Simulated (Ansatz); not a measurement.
# Residual resistivity of an alloy: Ru(0001) with 2 layers of random Ru-Pd, 2x2, part 2 of 2

Wanted: resistance against the alloy's length, first Ru(0001) with 2 layers of random Ru-Pd, 2x2.

Ansatz 0.2.0; Ansatz plane-wave DFT, PBE, PAW files; ballistic transport by layer matching (Landauer), zero bias; PAW set soft_1.

So far. Step 3 (With 6 alloy layers): Over the solved energies the transmission per spin lies between 3.39 and 3.55, out of 5.48 channels of the lead on average (up to 6).

### Step 4. With 10 alloy layers

In 10 layers a share of 0.125 of the sites is given to Pd at random. A fresh draw is used; the growth of the resistance with length is what counts.

System of this step: Ru(0001) with 10 layers of random Ru-Pd, 2x2. The cell holds 80 atoms: 75 Ru and 5 Pd. Cell: a = 5.412 Å, b = 5.412 Å, c = 42.819 Å, α = 90.0°, β = 90.0°, γ = 120.0°. It derives from Ru. Regions: lead, 40 atoms (40 Ru); scattering region, 40 atoms (35 Ru and 5 Pd). The structure is stacked along c, and the current runs across the ab planes.

File input.yaml:

```yaml
crystal:
  lattice:
    - [5.4116, 0.0, 0.0]
    - [-2.7058, 4.6865830751, 0.0]
    - [0.0, 0.0, 42.819]
  atoms:
    - { symbol: Ru, position: [0.1666666667, 0.3333333333, 0.025] }
    - { symbol: Ru, position: [0.1666666667, 0.8333333333, 0.025] }
    - { symbol: Ru, position: [0.6666666667, 0.3333333333, 0.025] }
    - { symbol: Ru, position: [0.6666666667, 0.8333333333, 0.025] }
    - { symbol: Ru, position: [0.3333333333, 0.1666666667, 0.075] }
    - { symbol: Ru, position: [0.3333333333, 0.6666666667, 0.075] }
    - { symbol: Ru, position: [0.8333333333, 0.1666666667, 0.075] }
    - { symbol: Ru, position: [0.8333333333, 0.6666666667, 0.075] }
    - { symbol: Ru, position: [0.1666666667, 0.3333333333, 0.125] }
    - { symbol: Ru, position: [0.1666666667, 0.8333333333, 0.125] }
    - { symbol: Ru, position: [0.6666666667, 0.3333333333, 0.125] }
    - { symbol: Ru, position: [0.6666666667, 0.8333333333, 0.125] }
    - { symbol: Ru, position: [0.3333333333, 0.1666666667, 0.175] }
    - { symbol: Ru, position: [0.3333333333, 0.6666666667, 0.175] }
    - { symbol: Ru, position: [0.8333333333, 0.1666666667, 0.175] }
    - { symbol: Ru, position: [0.8333333333, 0.6666666667, 0.175] }
    - { symbol: Ru, position: [0.1666666667, 0.3333333333, 0.225] }
    - { symbol: Ru, position: [0.1666666667, 0.8333333333, 0.225] }
    - { symbol: Ru, position: [0.6666666667, 0.3333333333, 0.225] }
    - { symbol: Ru, position: [0.6666666667, 0.8333333333, 0.225] }
    - { symbol: Ru, position: [0.3333333333, 0.1666666667, 0.275] }
    - { symbol: Ru, position: [0.3333333333, 0.6666666667, 0.275] }
    - { symbol: Ru, position: [0.8333333333, 0.1666666667, 0.275] }
    - { symbol: Ru, position: [0.8333333333, 0.6666666667, 0.275] }
    - { symbol: Ru, position: [0.1666666667, 0.3333333333, 0.325] }
    - { symbol: Ru, position: [0.1666666667, 0.8333333333, 0.325] }
    - { symbol: Ru, position: [0.6666666667, 0.3333333333, 0.325] }
    - { symbol: Ru, position: [0.6666666667, 0.8333333333, 0.325] }
    - { symbol: Ru, position: [0.3333333333, 0.1666666667, 0.375] }
    - { symbol: Ru, position: [0.3333333333, 0.6666666667, 0.375] }
    - { symbol: Ru, position: [0.8333333333, 0.1666666667, 0.375] }
    - { symbol: Ru, position: [0.8333333333, 0.6666666667, 0.375] }
    - { symbol: Ru, position: [0.1666666667, 0.3333333333, 0.425] }
    - { symbol: Ru, position: [0.1666666667, 0.8333333333, 0.425] }
    - { symbol: Ru, position: [0.6666666667, 0.3333333333, 0.425] }
    - { symbol: Ru, position: [0.6666666667, 0.8333333333, 0.425] }
    - { symbol: Ru, position: [0.3333333333, 0.1666666667, 0.475] }
    - { symbol: Ru, position: [0.3333333333, 0.6666666667, 0.475] }
    - { symbol: Ru, position: [0.8333333333, 0.1666666667, 0.475] }
    - { symbol: Pd, position: [0.8333333333, 0.6666666667, 0.475] }
    - { symbol: Ru, position: [0.1666666667, 0.3333333333, 0.525] }
    - { symbol: Ru, position: [0.1666666667, 0.8333333333, 0.525] }
    - { symbol: Ru, position: [0.6666666667, 0.3333333333, 0.525] }
    - { symbol: Ru, position: [0.6666666667, 0.8333333333, 0.525] }
    - { symbol: Ru, position: [0.3333333333, 0.1666666667, 0.575] }
    - { symbol: Pd, position: [0.3333333333, 0.6666666667, 0.575] }
    - { symbol: Ru, position: [0.8333333333, 0.1666666667, 0.575] }
    - { symbol: Ru, position: [0.8333333333, 0.6666666667, 0.575] }
    - { symbol: Ru, position: [0.1666666667, 0.3333333333, 0.625] }
    - { symbol: Ru, position: [0.1666666667, 0.8333333333, 0.625] }
    - { symbol: Pd, position: [0.6666666667, 0.3333333333, 0.625] }
    - { symbol: Pd, position: [0.6666666667, 0.8333333333, 0.625] }
    - { symbol: Pd, position: [0.3333333333, 0.1666666667, 0.675] }
    - { symbol: Ru, position: [0.3333333333, 0.6666666667, 0.675] }
    - { symbol: Ru, position: [0.8333333333, 0.1666666667, 0.675] }
    - { symbol: Ru, position: [0.8333333333, 0.6666666667, 0.675] }
    - { symbol: Ru, position: [0.1666666667, 0.3333333333, 0.725] }
    - { symbol: Ru, position: [0.1666666667, 0.8333333333, 0.725] }
    - { symbol: Ru, position: [0.6666666667, 0.3333333333, 0.725] }
    - { symbol: Ru, position: [0.6666666667, 0.8333333333, 0.725] }
    - { symbol: Ru, position: [0.3333333333, 0.1666666667, 0.775] }
    - { symbol: Ru, position: [0.3333333333, 0.6666666667, 0.775] }
    - { symbol: Ru, position: [0.8333333333, 0.1666666667, 0.775] }
    - { symbol: Ru, position: [0.8333333333, 0.6666666667, 0.775] }
    - { symbol: Ru, position: [0.1666666667, 0.3333333333, 0.825] }
    - { symbol: Ru, position: [0.1666666667, 0.8333333333, 0.825] }
    - { symbol: Ru, position: [0.6666666667, 0.3333333333, 0.825] }
    - { symbol: Ru, position: [0.6666666667, 0.8333333333, 0.825] }
    - { symbol: Ru, position: [0.3333333333, 0.1666666667, 0.875] }
    - { symbol: Ru, position: [0.3333333333, 0.6666666667, 0.875] }
    - { symbol: Ru, position: [0.8333333333, 0.1666666667, 0.875] }
    - { symbol: Ru, position: [0.8333333333, 0.6666666667, 0.875] }
    - { symbol: Ru, position: [0.1666666667, 0.3333333333, 0.925] }
    - { symbol: Ru, position: [0.1666666667, 0.8333333333, 0.925] }
    - { symbol: Ru, position: [0.6666666667, 0.3333333333, 0.925] }
    - { symbol: Ru, position: [0.6666666667, 0.8333333333, 0.925] }
    - { symbol: Ru, position: [0.3333333333, 0.1666666667, 0.975] }
    - { symbol: Ru, position: [0.3333333333, 0.6666666667, 0.975] }
    - { symbol: Ru, position: [0.8333333333, 0.1666666667, 0.975] }
    - { symbol: Ru, position: [0.8333333333, 0.6666666667, 0.975] }
kpoints:
  mp_grid: { grid: [5, 5, 1] }
hamiltonian:
  xc: pbe
  pseudopotentials: { kind: paw, azcp: { folder: soft_1 } }
scf:
  occupations: { method: fermi_dirac, width: 0.1 }
output:
  transmission:
    leads: [[0, 8]]
    kmesh: [10, 10]
    e_range: [-0.05, 0.05]
    de: 0.05
  write_potential: true
  write_density: true
  volumetric_format: npy
```

The run is started by

```bash
> ansatz run input.yaml --threads 4 --pin off --max-ram 15360MiB --backend cpu --events-out ev --progress --plain --runs-dir out
```

Numbers of over 12 decimals in the logs are rounded to 6 here.

What it wrote:

```text
[...]
Crystal: 80 atoms, lattice volume = 1085.972 Å³
Basis set: ecut = 420 eV, 21185 PW (Γ)
Bands: 774, of which v1, the nominal top of the filled ones, is band 645 counted from 1 (644 counted from 0)
Symmetry: 1 space group operations
[...]
k-points: 13 of 25 (time reversal used)
[...]
SCF iter   1: F=—  HF=-475847.218131 eV  |F-HF|=—  |Δ(HF+E_count)|=         —  Δρ=1.82e-1  dr2=4.62e3  ethr=3.10e-3  ⟨swp⟩=5.0  Hψ=37933  notcnv=0  defer=17
[...]
SCF iter  12: F=-475766.549422 eV  HF=-475766.549422 eV  |F-HF|=2.91e-8  |Δ(HF+E_count)|=   9.02e-9  Δρ=3.19e-7  dr2=2.96e-8  ethr=7.75e-12  ⟨swp⟩=8.0  Hψ=23079  notcnv=0
SCF 1 converged in 12 iterations: F = -475766.549422 eV  dr2 = 2.96e-8
[...]
transmission: 417 of 4160 steps passed
transmission: 832 of 4160 steps passed
[...]
transmission: 4160 of 4160 steps passed
SCF converged after 12 iterations
Free energy (F): -475766.549422 eV
[...]
Internal energy: -475763.955891 eV  (E = F + TS)
E sigma→0 (E₀):  -475765.252656 eV
Entropy (-TS):   -2.593531 eV (-32.419 meV/atom)
Fermi energy:    23.322140 eV
[...]
--- Band table (eV; the first three rows and the last of 13) ---
  k-point 0: bands = [... 641 lower, 24.0602, 24.0960, 24.1161, 24.1260, 24.1645, 24.1699, 24.2203, 24.2368, ... 125 higher]
  k-point 1: bands = [... 641 lower, 23.6168, 23.6403, 23.6777, 23.7405, 23.7698, 23.7795, 23.7877, 23.8310, ... 125 higher]
  k-point 2: bands = [... 641 lower, 23.0648, 23.0740, 23.1022, 23.1112, 23.1203, 23.1478, 23.1796, 23.1972, ... 125 higher]
  k-point 12: bands = [... 641 lower, 23.1957, 23.1993, 23.2191, 23.2626, 23.2973, 23.3156, 23.3263, 23.3706, ... 125 higher]
--- Transmission ---
  basis      : 223 plane waves across, 80 finite elements along
  points     : 52, standing for a mesh of 10 x 10
[...]
channels       : 5.280000e0 a spin
[...]
junction   : crystal 0 to crystal 0, 3.58 to 42.12 Å
    transmission   : 2.816836e0 a spin
[...]
```

The job ended after 30 min (4 threads of Arm Neoverse V1, shared host; peak memory 8.6 GiB).

Numbers from this step:

- free energy: -475766.5494 eV
- energy at zero smearing: -475765.2527 eV
- Fermi energy: 23.32 eV
- transmission per spin nearest the Fermi level: 2.817
- step of the lead's potential: 2.3 meV

Per spin. Table of transmission, zone mean by energy, zero at the Fermi level:

```
energy (eV)  transmission, zone mean
    -0.0500                     2.85
     0.0000                     2.82
     0.0500                     2.92
```

Over the solved energies the transmission per spin lies between 2.82 and 2.92, out of 5.46 channels of the lead on average (up to 5.94).

### Step 5. The fit

This step: Ansatz plane-wave DFT, PBE, PAW files; ballistic transport by layer matching (Landauer), zero bias; residual resistivity from the slope of the area resistance, atoms on the host's lattice; PAW set soft_1 (Ansatz 0.2.0).

Numbers from this step:

```yaml
resistivity: 23.03 µΩ cm
intercept: 0.05260 fΩ m²
scatter_about_the_fit: 6.68e-4 fΩ m²
```

Resistance, by row:

```
run  length (Å)      T  channels N  RA (fΩ m²)
 n2       4.282  4.299        5.36      0.1507
 n6       12.85  3.458        5.48      0.3493
n10       21.41   2.86        5.46      0.5451
```

Table of area resistance by length of the alloy:

```
length of the alloy (Å)  area resistance (fΩ m²)
                   4.28                    0.151
                  12.85                    0.349
                  21.41                    0.545
```

The area resistance goes from 0.15 to 0.55 fΩ m² between 4.3 and 21.4 Å, a slope of 23 µΩ cm.

By hand from the end points: (0.5451 − 0.1507) fΩ m² / (21.41 − 4.28) Å = 23 µΩ cm, since 1 fΩ m² per Å is 1000 µΩ cm.

### Step 6. Summary of results

```
resistivity from the slope  : 23.0 µΩ cm
area resistance over 4.28 Å : 0.151 fΩ m²
area resistance over 12.8 Å : 0.349 fΩ m²
area resistance over 21.4 Å : 0.545 fΩ m²
```

The slope gives 23 µΩ cm. The points scatter by 6.7e-4 fΩ m² about the line, with one random draw a length in a 2x2 cell, so the slope is a rough value. The lead's own channel count moves between the runs (5.36, 5.48 and 5.46), which shifts RA and the slope too. Read with a model of isotropic scattering on a spherical Fermi surface and the lead's 1.6×10¹⁵ S/m², this slope means a mean free path near 21 Å; over these lengths the model's slope is 1.05 times its bulk resistivity, which would be 22 µΩ cm. The draw over the shortest length came out nearly ordered, with 12 symmetry operations, so that point is a poor sample of a random alloy. The atoms sit on the host's lattice, so scattering by size misfit is left out.

[Logs are printed without paths, hosts, clocks, repeated set-up lines and the standing remarks that a program may print on its own settings, such as how far it seeks lower states.]

[Hosts, paths, dates, database ids (printed as entryN), source tags and the programs' standing remarks are cut or masked in the printed files.]
